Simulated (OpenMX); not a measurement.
Crystal: CdS (Hawleyite).

```
Cd S
1.0
     0.00000    2.91650    2.91650
     2.91650    0.00000    2.91650
     2.91650    2.91650    0.00000
Cd S
1 1
Cartesian
  0.0000 0.0000 0.0000
  4.3748 4.3748 4.3748
```

Base run:

| Quantity | Value |
| --- | --- |
| Program | OpenMX 3.8.5 |
| Functional | PBE |
| Potentials or basis | OpenMX 2013 PBE set, Cd7.0-s3p2d2f1, S7.0-s3p2d2f1, grid cutoff 500 Ry |
| k mesh | 9 × 9 × 9 |
| Occupations | fermi-dirac, width 0.05 eV |
| Spin | no spin polarisation |

Its results: band gap on the k mesh 1.23 eV, direct; pressure 3.3 GPa.

The run is repeated on the same cell with these changes: potentials or basis from OpenMX 2013 PBE set, Cd7.0-s3p2d2f1, S7.0-s3p2d2f1, grid cutoff 500 Ry to OpenMX 2013 PBE set, Cd7.0-s3p2d2, S7.0-s2p2d1f1, grid cutoff 500 Ry. What comes out?

Band gap on the k mesh 1.30 eV, direct; pressure 3.8 GPa.

Caveats: the basis of atomic orbitals isn't converged, which shifts pressures, moduli and gaps.
